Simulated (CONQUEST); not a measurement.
## PbS: equation of state with PBEsol

Crystal: PbS.

```xyz
4
Lattice="3.7882 0.0000 0.0000 0.0000 4.0897 0.0000 0.0000 0.0000 7.0836" Properties=species:S:1:pos:R:3 pbc="T T T"
Pb    0.0000    0.0000    0.0000
Pb    0.0000    2.0448    3.5418
S     1.8941    0.0000    4.7224
S     1.8941    2.0448    1.1806
```

Measurements of this composition are mostly on another form, of space group No. 225.

| Item | Value |
| --- | --- |
| Program | CONQUEST 1.3 |
| Task | equation of state |
| Functional | PBEsol |
| Potentials or basis | PseudoDojo NC PBEsol, DZP, grid of 36 × 40 × 72 points |
| k mesh | 7 × 7 × 4 |
| Occupations | fermi-dirac, width 0.05 eV |
| Spin | no spin polarisation |
| Solver | diagonalisation |
| SCF tolerance | 1e-06 |

| Property | Result |
| --- | --- |
| Equilibrium volume | 26.39 Å³/atom |
| Bulk modulus at fixed shape and positions | 58 GPa |
| Pressure derivative of the bulk modulus | 4.7 (rough: it moves with the points fitted) |

Energy against volume, from the lowest point:
```
volume (Å³/atom)  energy (meV/atom)
          25.789               2.75
          26.338               0.00
          26.887               1.74
          27.435               7.23
          27.984              15.66
          28.533              27.05
          29.082              41.42
```

All runs of the series together: 8.7 min on 1 thread of Intel(R) Xeon(R) Platinum 8259CL CPU @ 2.50GHz (Skylake/Cascade Lake) (shared host).

Caveat: the DZP basis gives volumes some 2 % larger than converged bases do, and moduli off by several per cent; the cell was scaled at fixed shape and fractional positions, which overstates the stiffness of a crystal with free parameters, most of all of layers and chains; the basis of atomic orbitals isn't converged, which shifts pressures, moduli and gaps. Spin-orbit coupling is left out, which matters for the levels of Pb.
